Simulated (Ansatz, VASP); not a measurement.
**Na: VASP beside Ansatz**

```
Na
1.0
     3.29401    0.00000    0.00000
    -1.64700    2.85269    0.00000
     0.00000    0.00000    3.06860
Na
1
Cartesian
  0.0000 0.0000 0.0000
```

Alike in both runs: functional PBE; k mesh 13 × 13 × 12; occupations fermi-dirac, width 0.08 eV; no spin polarisation.

Ansatz relaxed the structure, and its values are those at the end. VASP's run is a single point on that final structure, the one shown.

|  | VASP | Ansatz |
| --- | --- | --- |
| version | VASP 6.6.1 | Ansatz 0.2.0 |
| potentials or method | VASP PAW PBE potentials, release 64 (Na_pv) | PAW with Ansatz's default frozen-core files, scalar-relativistic |
| plane-wave cutoff (eV) | 520 | 420 |
| valence electrons in the cell | 7 | 9 |

|  | VASP | Ansatz | Ansatz less VASP |
| --- | --- | --- | --- |
| pressure (GPa) | 3.3 | 3.3 | +0.06 |

With one functional, cell and mesh, what is left measures potentials, basis and numerics. The two sets of potentials don't hold the same shells in valence.
